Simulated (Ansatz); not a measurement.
**SnO₂: enthalpy against pressure**

SnO₂, Pbcn, a = 4.703 Å, b = 5.695 Å, c = 5.204 Å. This isn't the usual stable structure of the compound. Ansatz: LDA, PAW, 420 eV, Γ-centred 6×6×6 mesh on 12 atoms, Gaussian smearing 0.02 eV; no spin polarisation. Cell and atoms are relaxed at each pressure, and no other structure is tried, so the rows at high pressure may lie past a change of phase. y is the enthalpy over the state at zero pressure; there V0 = 11.617 Å³/atom. The pressures are the targets, met within 0.02 GPa.

```
P (GPa) y (eV/atom)
   -2.0            ?
    0.0       0.0000
    2.0       0.1443
    5.0       0.3581
   10.0       0.7080
   20.0       1.3860
```

**Question.** Fit y = c1 P + c2 P² + c3 P³ to the other rows, say what c1 and c2 mean, and predict the missing value.

**Answer.** Least squares on the rows shown. y = 0.072495 P − 0.00017938 P² + 9.8071×10⁻⁷ P³. Since dH/dP = V, c1 is V0: 0.072495 eV/GPa × 160.2 = 11.614 Å³ against 11.617; c2 = −V0/(2B0) gives B0 = 202 GPa, where a Birch–Murnaghan fit to the volumes of the same runs (not shown) gives 199 GPa. At P = -2.0 the fit asked for gives -0.1457 eV/atom. The run gave -0.1458 eV/atom, so the fit is 0.0001 eV/atom too high, a small miss on the scale of the series.